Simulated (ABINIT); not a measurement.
Runs of ABINIT 10.8.3 (patched build) on MgB2. It takes space group P6/mmm (No. 191, hexagonal). The conventional cell has a = 3.085 Å, b = 3.085 Å, c = 3.523 Å, α = 90.00°, β = 90.00°, γ = 120.00°. Around Mg (site symmetry 6/mmm) lie 12 B at 2.51 Å. B (site symmetry -6m2) has 3 B at 1.78 Å as nearest neighbours. 

```csv
task,level,potentials or basis,cell,k mesh,cutoff (eV),fine-grid cutoff,cell freedom (optcell),cutoff smearing ecutsm (Ha),optimiser (ionmov),force stop (Ha/bohr),gap on the mesh (eV),pressure (GPa),V0 of scaled cells (Å³/atom),B0 (GPa)
single point,PBEsol,JTH PAW PBE v2.0,as given,8 × 8 × 6,517,1034.03 eV,-,-,-,-,none,-3.2,-,-
band structure,PBEsol,JTH PAW PBE v2.0,as given,10 × 10 × 8,517,1034.03 eV,-,-,-,-,none,-3.2,-,-
relaxation of cell and atoms,PBE+D2,JTH PAW PBE v2.0,relaxed,10 × 10 × 8,517,1034.03 eV,2,0.5,2,0.0002,none,0.0,-,-
band structure,LDA,JTH PAW LDA v2.0,as given,10 × 10 × 8,408,816.342 eV,-,-,-,-,none,-,-,-
equation of state,rPW86PBE,JTH PAW PBE v2.0,as given,10 × 10 × 8,517,1034.03 eV,-,-,-,-,-,-,9.69,148
band structure,PBEsol,PseudoDojo NC SR PBEsol v0.4 stringent,as given,10 × 10 × 8,1143,-,-,-,-,-,none,(a),-,-
relaxation of cell and atoms,HCTH407,JTH PAW PBE v2.0,relaxed to 10 GPa,10 × 10 × 8,517,1034.03 eV,2,0.5,2,0.0002,none,10.0,-,-
equation of state,BLYP,JTH PAW PBE v2.0,as given,10 × 10 × 8,517,1034.03 eV,-,-,-,-,-,-,9.76,(b)
```

Alike in all rows: no spin polarisation; smearing fermi-dirac 0.05 eV.

Q: Estimate the missing entries.

A: (a) -2.7; (b) 146.

Caveats: the atomic spheres overlap (some runs); the PAW data sets were made with another functional, which shifts forces and pressure a little (some runs); pressures at fixed basis lie under the slope of the energies (some runs); the cell was scaled at fixed shape and fractional positions, which overstates the stiffness of a crystal with free parameters, most of all of layers and chains (some runs); pairwise dispersion overbinds metals, which lowers pressure and volume (some runs).

A gap of «none» marks a metal or a gap under the smearing width.
